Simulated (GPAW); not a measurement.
Wanted: an ASE script for a GPAW 26.7.0 run.

| Item | Value |
| --- | --- |
| Task | equation of state |
| Functional | vdW-DF-cx |
| Potentials or basis | GPAW PAW data sets (gpaw-data 1.2.1) |
| Cutoff | 600 eV |
| Basis | pw |
| k mesh | 6 × 6 × 6 |
| Occupations | fermi-dirac, width 0.05 eV |
| Spin | no spin polarisation |
| Maxiter | 150 |
| Eos scales | [0.94, 0.96, 0.98, 1.0, 1.02, 1.04, 1.06] |

Crystal: InAs.

```
In As
1.0
     0.00000    3.01800    3.01800
     3.01800    0.00000    3.01800
     3.01800    3.01800    0.00000
In As
1 1
Direct
  0.00000 0.00000 0.00000
  0.75000 0.75000 0.75000
```

One way to write it, as run:

run.py

```python
from ase import Atoms
from ase.eos import EquationOfState
from ase.io import Trajectory
from ase.units import GPa
from gpaw import GPAW, PW

atoms = Atoms(['In', 'As'],
              cell=[[0.0, 3.018, 3.018],
                    [3.018, 0.0, 3.018],
                    [3.018, 3.018, 0.0]],
              scaled_positions=[[0.0, 0.0, 0.0],
                                [0.75, 0.75, 0.75]],
              pbc=True)

traj = Trajectory('eos.traj', 'w')
volumes, energies = [], []
for x in [0.94, 0.96, 0.98, 1.0, 1.02, 1.04, 1.06]:
    a = atoms.copy()
    a.set_cell(atoms.cell * x**(1 / 3), scale_atoms=True)
    calc = GPAW(mode=PW(600),
                xc={'name': 'vdW-DF-cx', 'backend': 'libvdwxc'},
                kpts={'size': (6, 6, 6), 'gamma': True},
                occupations={'name': 'fermi-dirac', 'width': 0.05},
                nbands=18,
                convergence={'density': 1e-05, 'energy': 1e-05},
                maxiter=150,
                txt=f'eos-{x:.2f}.txt')
    a.calc = calc
    energies.append(a.get_potential_energy(force_consistent=True))
    volumes.append(a.get_volume())
    calc.write(f'eos-{x:.2f}.gpw')
    traj.write(a)
    print(f'{x:.2f} {volumes[-1]:10.4f} A^3 {energies[-1]:14.6f} eV', flush=True)

v0, e0, B = EquationOfState(volumes, energies, eos='birchmurnaghan').fit()
print(f'V0 = {v0:.4f} A^3, E0 = {e0:.6f} eV, B0 = {B / GPa:.2f} GPa')
```

Potentials or basis: GPAW PAW data sets (gpaw-data 1.2.1), pw.

The run is started by

```console
$ OMP_NUM_THREADS=1 python run.py
```

It gave:

```yaml
Equilibrium_volume: 28.72 Å³/atom
Bulk_modulus: 54 GPa
Pressure_derivative_of_the_bulk_modulus: "4.6 (rough: it moves with the points fitted)"
```

Caveat: the PAW data sets were made with another functional, which shifts forces and pressure a little.

It took 72 s on 1 thread of Arm Neoverse V1 (shared host), peak memory 0.3 GiB.
